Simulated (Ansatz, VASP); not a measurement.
## One calculation of Be, two programs

The input INCAR:

```
SYSTEM = Be
PREC     = Accurate       ! precision mode
ENCUT    = 520            ! plane-wave cutoff, eV
EDIFF    = 1E-6           ! SCF threshold, eV
ISMEAR   = 0              ! smearing method
SIGMA    = 0.1            ! smearing width, eV
LREAL    = .False.        ! projectors in reciprocal space
LASPH    = .True.         ! aspherical terms in the spheres
NELM     = 80             ! most SCF steps
ALGO     = Fast           ! electronic algorithm
ISIF     = 2              ! what is computed and relaxed
LWAVE    = .False.        ! write WAVECAR
LCHARG   = .True.         ! write CHGCAR
GGA      = PS             ! functional
LELF     = .True.         ! ELF
LVHAR    = .True.       
NBANDS   = 7              ! bands
```

Contents of KPOINTS:

```
Automatic mesh
0
Gamma
  24 24 24
  0 0 0
```

Contents of POSCAR:

```
Be
1.0
   -1.2407150539      1.2407150539      1.2407150539
    1.2407150539     -1.2407150539      1.2407150539
    1.2407150539      1.2407150539     -1.2407150539
Be
1
Direct
    0.0000000000      0.0000000000      0.0000000000
```

Input for Ansatz:

```yaml
crystal:
  lattice:
    - [-1.2407150539, 1.2407150539, 1.2407150539]
    - [1.2407150539, -1.2407150539, 1.2407150539]
    - [1.2407150539, 1.2407150539, -1.2407150539]
  atoms:
    - { symbol: Be, position: [0.0, 0.0, 0.0] }
basis:
  ecutwfc: 420
kpoints:
  mp_grid: { grid: [24, 24, 24] }
hamiltonian:
  xc: pbesol
scf:
  occupations: { method: gaussian, width: 0.1 }
output:
  forces: true
  stress: true
  eigenvalues: true
```

Alike in both runs: task single point; functional PBEsol; k mesh 24 × 24 × 24; occupations gaussian, width 0.1 eV; no spin polarisation.

|  | VASP | Ansatz |
| --- | --- | --- |
| version | VASP 6.6.1 | Ansatz 0.2.0 |
| potentials or method | VASP PAW PBE potentials, release 64 (Be) | scalar-relativistic, plane waves, PAW |
| plane-wave cutoff (eV) | 520 | 420 |
| valence electrons in the cell | 2 | 2 |

Ansatz gave:

```
gap on the k mesh at the Fermi level (eV) : none
pressure (GPa)                            : 1.8
```

Which values does VASP return?

gap on the k mesh at the Fermi level (eV): none; pressure (GPa): 2.2.

A gap of «none» marks a metal or a gap that the smearing closes.

Caveats: the PAW data sets were made with another functional, which shifts forces and pressure a little (VASP).
